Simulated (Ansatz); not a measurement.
**SiO₂: which input changes reach the field gradients?**

Cell: a COD entry, taken as it stands.

```
Si O
1.0
     4.09700    0.00000    0.00000
     0.00000    5.04620    0.00000
     0.00000    0.00000    4.49460
Si O
4 8
Direct
  0.00000 0.15220 0.25000
  0.50000 0.34780 0.75000
  0.00000 0.84780 0.75000
  0.50000 0.65220 0.25000
  0.73360 0.62450 0.91860
  0.76640 0.87550 0.41860
  0.23360 0.87550 0.08140
  0.26640 0.62450 0.58140
  0.26640 0.37550 0.08140
  0.23360 0.12450 0.58140
  0.76640 0.12450 0.91860
  0.73360 0.37550 0.41860
```

Atom numbers follow the list; atoms alike are taken as one site, whose name carries the number of the first.

Reference run. Method: Kohn–Sham DFT in Ansatz, PBE, plane waves and PAW, scalar-relativistic, 420 eV cutoff, Γ-centred 5×4×5 k-points, Fermi–Dirac smearing 0.02 eV.

It gives V_zz (10²¹ V/m²) O -11.68 (η 0.46), Si 0.94 (η 0.49). Each of these runs changes the input as listed (caps on SCF iterations aside):

A. scf.lower_state_search: not typed → standard; scf.algorithm: not typed → direct_min
B. magnetization: not typed → {spin_polarized: true}; scf.eigensolver.kind: not typed → davidson; basis.precision: not typed → f64; basis.ecutwfc: not typed → 18.4 Ry

Q: Which of these changes matter for the gradients?

A: 

| run | O V_zz (η) | Si V_zz (η) | largest change of a gradient tensor, all atoms | note |
| --- | --- | --- | --- | --- |
| A | -11.68 (0.46) | 0.94 (0.49) | 0.00 | converged |
| B | -10.28 (0.47) | 0.96 (0.47) | 1.40 | converged; cutoff below the recommended one |

Run B moves them most, on O (V_zz from -11.68 to -10.28).

Run B changes magnetization, basis.precision, basis.ecutwfc together, so the table can't tell their shares apart.

On the reference run: At this cell the PBE pressure is 6 GPa, so with PBE the cell would grow if it were relaxed. The largest force is 1.0 eV/Å, so the atoms aren't at the calculated equilibrium and relaxing them would move these values.
